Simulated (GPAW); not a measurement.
Set up this calculation in GPAW 26.7.0, as an ASE script.

| Item | Value |
| --- | --- |
| Task | equation of state |
| Functional | PBE |
| Potentials or basis | GPAW PAW data sets (gpaw-data 1.2.1) |
| Cutoff | 600 eV |
| Basis | pw |
| k mesh | 7 × 7 × 7 |
| Occupations | fermi-dirac, width 0.05 eV |
| Spin | no spin polarisation |
| Maxiter | 150 |
| Eos scales | [0.94, 0.96, 0.98, 1.0, 1.02, 1.04, 1.06] |

The structure of Pb lies in POSCAR:

```
Pb
1.0
    0.0000000000      3.4390000555      3.4390000555
    3.4390000555      0.0000000000      3.4390000555
    3.4390000555      3.4390000555      0.0000000000
Pb
2
Direct
    0.2500000000      0.2500000000      0.2500000000
    0.0000000000      0.0000000000      0.0000000000
```

This isn't the form of Pb at room conditions, which is fcc.

One way to write it, as run:

run.py

```python
from ase.eos import EquationOfState
from ase.io import Trajectory, read
from ase.units import GPa
from gpaw import GPAW, PW

atoms = read('POSCAR')

traj = Trajectory('eos.traj', 'w')
volumes, energies = [], []
for x in [0.94, 0.96, 0.98, 1.0, 1.02, 1.04, 1.06]:
    a = atoms.copy()
    a.set_cell(atoms.cell * x**(1 / 3), scale_atoms=True)
    calc = GPAW(mode=PW(600),
                xc='PBE',
                kpts={'size': (7, 7, 7), 'gamma': True},
                occupations={'name': 'fermi-dirac', 'width': 0.05},
                nbands=24,
                convergence={'density': 1e-05, 'energy': 1e-05},
                maxiter=150,
                txt=f'eos-{x:.2f}.txt')
    a.calc = calc
    energies.append(a.get_potential_energy(force_consistent=True))
    volumes.append(a.get_volume())
    p = -a.get_stress()[:3].mean() / GPa
    calc.write(f'eos-{x:.2f}.gpw')
    traj.write(a)
    print(f'{x:.2f} {volumes[-1]:10.4f} A^3 {energies[-1]:14.6f} eV {p:9.3f} GPa', flush=True)

v0, e0, B = EquationOfState(volumes, energies, eos='birchmurnaghan').fit()
print(f'V0 = {v0:.4f} A^3, E0 = {e0:.6f} eV, B0 = {B / GPa:.2f} GPa')
```

Potentials or basis: GPAW PAW data sets (gpaw-data 1.2.1), pw.

Command:

```console
$ OMP_NUM_THREADS=1 python run.py
```

Results of the run:

```json
{
  "Equilibrium volume": "43.52 Å³/atom (rough: see the caveat)",
  "Bulk modulus": "26 GPa (rough)"
}
```

Caveat: the minimum lies outside the volumes run.

Wall time 3 min on 1 thread of Arm Neoverse V1 (shared host), peak memory 0.32 GiB.
